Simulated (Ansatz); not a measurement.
Input and command of a plane-wave DFT calculation in Ansatz:

```yaml
crystal:
  lattice:
    - [6.5021156666, 0.0, 0.0]
    - [0.0, 6.5021156666, 0.0]
    - [0.0, 0.0, 5.9132448137]
  atoms:
    - { symbol: Cs, position: [0.0, 0.0, 0.0] }
    - { symbol: Sn, position: [0.5, 0.5, 0.5] }
    - { symbol: I, position: [0.0, 0.5, 0.5] }
    - { symbol: I, position: [0.5, 0.0, 0.5] }
    - { symbol: I, position: [0.5, 0.5, 0.0] }
basis:
  ecutwfc: 420
kpoints:
  mp_grid: { grid: [6, 6, 6] }
hamiltonian:
  xc: pbesol
scf:
  occupations: { method: gaussian, width: 0.01 }
output:
  forces: true
  stress: true
  eigenvalues: true
  write_density: true
  write_potential: true
  elf: true
  volumetric_format: npy
relax:
  adjacent_minimum: "off"
  f_tol: 0.008
  max_steps: 40
  cell: { stress_tol: 0.015, fix: [a, b, gamma] }
```

```bash
ansatz run input.yaml --threads 1 --pin off --max-ram 2560MiB --backend cpu --events-out ev --progress --plain --runs-dir out
```

Processor: Arm Neoverse V2, 1 thread, on a host shared with other jobs.

Question: How long does it run, and how much memory does it take?

Answer: About 2.2 min on 1 thread of Arm Neoverse V2, with other jobs on the host, peak memory 0.69 GiB. It solves 45 bands at 40 k points (the mesh reduced by symmetry) with about 4977 plane waves (on the last cell), in 31 SCF iterations over 5 ionic steps.
